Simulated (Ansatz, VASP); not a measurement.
GaP: VASP beside Ansatz

Contents of POSCAR:

```
GaP
1.0
    0.0000000000      2.7252500000      2.7252500000
    2.7252500000      0.0000000000      2.7252500000
    2.7252500000      2.7252500000      0.0000000000
Ga P
1 1
Direct
    0.0000000000      0.0000000000      0.0000000000
    0.7500000000      0.7500000000      0.7500000000
```

Contents of INCAR.step1:

```
SYSTEM = GaP
PREC     = Accurate       ! precision mode
ENCUT    = 520            ! plane-wave cutoff, eV
EDIFF    = 1E-5           ! SCF threshold, eV
ISMEAR   = -1             ! smearing method
SIGMA    = 0.05           ! smearing width, eV
LREAL    = .FALSE.        ! projectors in reciprocal space
LASPH    = .TRUE.         ! aspherical terms in the spheres
NELM     = 60             ! most SCF steps
ALGO     = Normal         ! electronic algorithm
ISIF     = 2              ! what is computed and relaxed
LWAVE    = .TRUE.         ! write WAVECAR
LCHARG   = .FALSE.        ! write CHGCAR
NBANDS   = 16             ! bands
GGA      = PE             ! functional
```

File INCAR.step2:

```
SYSTEM = GaP
PREC     = Accurate       ! precision mode
ENCUT    = 520            ! plane-wave cutoff, eV
EDIFF    = 1E-6           ! SCF threshold, eV
ISMEAR   = -1             ! smearing method
SIGMA    = 0.05           ! smearing width, eV
LREAL    = .FALSE.        ! projectors in reciprocal space
LASPH    = .TRUE.         ! aspherical terms in the spheres
NELM     = 60             ! most SCF steps
ALGO     = Normal         ! electronic algorithm
ISIF     = 2              ! what is computed and relaxed
LWAVE    = .FALSE.        ! write WAVECAR
LCHARG   = .FALSE.        ! write CHGCAR
METAGGA  = R2SCAN         ! meta-GGA
LHFCALC  = .TRUE.         ! exact exchange
AEXX     = 0.25           ! exact-exchange fraction
LMIXTAU  = .TRUE.       
PRECFOCK = Fast         
NBANDS   = 16             ! bands
ISTART   = 1
```

Contents of KPOINTS:

```
regular mesh
0
G
  4 4 4
  0 0 0
```

KPOINTS_OPT

```
path GXWKGLUWLK,UX
10
line-mode
reciprocal
 0.0000000000  0.0000000000  0.0000000000  G
 0.5000000000  0.0000000000  0.5000000000  X

 0.5000000000  0.0000000000  0.5000000000  X
 0.5000000000  0.2500000000  0.7500000000  W

 0.5000000000  0.2500000000  0.7500000000  W
 0.3750000000  0.3750000000  0.7500000000  K

 0.3750000000  0.3750000000  0.7500000000  K
 0.0000000000  0.0000000000  0.0000000000  G

 0.0000000000  0.0000000000  0.0000000000  G
 0.5000000000  0.5000000000  0.5000000000  L

 0.5000000000  0.5000000000  0.5000000000  L
 0.6250000000  0.2500000000  0.6250000000  U

 0.6250000000  0.2500000000  0.6250000000  U
 0.5000000000  0.2500000000  0.7500000000  W

 0.5000000000  0.2500000000  0.7500000000  W
 0.5000000000  0.5000000000  0.5000000000  L

 0.5000000000  0.5000000000  0.5000000000  L
 0.3750000000  0.3750000000  0.7500000000  K

 0.6250000000  0.2500000000  0.6250000000  U
 0.5000000000  0.0000000000  0.5000000000  X
```

The input input.yaml:

```yaml
crystal:
  lattice:
    - [0.0, 2.72525, 2.72525]
    - [2.72525, 0.0, 2.72525]
    - [2.72525, 2.72525, 0.0]
  atoms:
    - { symbol: Ga, position: [0.0, 0.0, 0.0] }
    - { symbol: P, position: [0.75, 0.75, 0.75] }
hamiltonian:
  xc: r2scan0
  pseudopotentials: { kind: paw }
kpoints:
  mp_grid: { grid: [4, 4, 4] }
  band_path:
    path:
      - [[0.0, 0.0, 0.0], [0.5, 0.0, 0.5], [0.5, 0.25, 0.75], [0.375, 0.375, 0.75], [0.0, 0.0, 0.0], [0.5, 0.5, 0.5], [0.625, 0.25, 0.625], [0.5, 0.25, 0.75], [0.5, 0.5, 0.5], [0.375, 0.375, 0.75]]
      - [[0.625, 0.25, 0.625], [0.5, 0.0, 0.5]]
    npoints: 4
scf:
  occupations: { method: fermi_dirac, width: 0.05 }
  n_extra_bands: 6
output:
  forces: true
  stress: true
  eigenvalues: true
  fatbands: false
  write_density: true
  write_potential: true
  elf: true
  volumetric_format: npy
```

Alike in both runs: task band structure; functional r2SCAN0; k mesh 4 × 4 × 4; occupations fermi-dirac, width 0.05 eV; no spin polarisation.

|  | VASP | Ansatz |
| --- | --- | --- |
| version | VASP 6.6.1 | Ansatz 0.2.0 |
| potentials or method | VASP PAW PBE potentials, release 64 (Ga_d, P) | Ansatz PAW |
| plane-wave cutoff (eV) | 520 | 500 |
| valence electrons in the cell | 18 | 18 |

```csv
,VASP,Ansatz,Ansatz less VASP
gap on the k mesh at the Fermi level (eV),3.18,3.13,-0.049
least direct gap on the mesh (eV),3.85,3.82,-0.029
pressure (GPa),-0.7,-0.4,+0.23
```

The functional is the same, so the differences come from potentials, cutoffs and numerics.

Caveats: the k mesh is coarse (spacing up to 0.50 Å⁻¹), so the values aren't converged, least of all with exact exchange; an unscreened hybrid on a path of extra k points without a Coulomb cutoff has errors near the mesh points, so the bands along the path aren't reliable (VASP); the PAW data sets were made with another functional, which shifts forces and pressure a little (VASP); the PAW data sets come from PBE, with cores solved anew for the run's functional, which leaves a small shift of forces and pressure (Ansatz); the thresholds are loose for stress (Ansatz). A k mesh can miss the band edges.
